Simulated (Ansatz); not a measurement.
# Ta$_{4}$N$_{5}$: pressure against volume

Ta$_{4}$N$_{5}$, I4/m, a = 6.865 Å, c = 4.264 Å. The structure is a Materials Project entry; whether it is the stable form wasn't checked. Ansatz: r2SCAN, PAW, 500 eV, Γ-centred 10×10×10 mesh on 9 atoms, Gaussian smearing 0.10 eV; no spin polarisation. Shape and atoms are relaxed at each volume; pressure is positive in compression.

| V (Å³/atom) | P (GPa) |
| --- | --- |
| 9.825 | 51.50 |
| 10.160 | ? |
| 10.495 | 21.82 |
| 10.830 | 10.06 |
| 11.165 | 0.00 |
| 11.500 | -8.60 |
| 11.835 | -15.91 |
| 12.281 | -23.92 |

Q: Take V0 = 11.165 Å³/atom, fit the third-order Birch–Murnaghan form to the other rows, and predict the missing pressure.

A: With the Eulerian strain f = ½[(V0/V)^(2/3) − 1] and y = P/[3f(1 + 2f)^(5/2)], the form is the line y = B0 + 1.5 B0 (B0′ − 4) f. Rows (f, y): 0.04449, 311.8; 0.02106, 311.5; 0.01026, 310.7; -0.00976, 308.6; -0.01905, 306.8; -0.03077, 303.7. Means f = 0.002705, y = 308.85; Σ(Δf)² = 0.003889, ΣΔfΔy = 0.4060; the slope is their ratio. y = 308.6 + 104.4 f GPa, so B0 = 308.6 GPa and B0′ = 4 + 2 × (104.4)/(3 × 308.6) = 4.23. At V = 10.160, f = 0.03245, y = 311.99 and P = 35.54 GPa. The run gave 35.53 GPa, so the fit is 0.01 GPa too high, within the rms miss on the fitted rows (0.11 GPa).

The cell has an odd number of electrons and ran without spin polarisation, so a magnetic or disproportionated state may lie lower. Spin–orbit coupling is left out, which can shift energies with elements as heavy as these.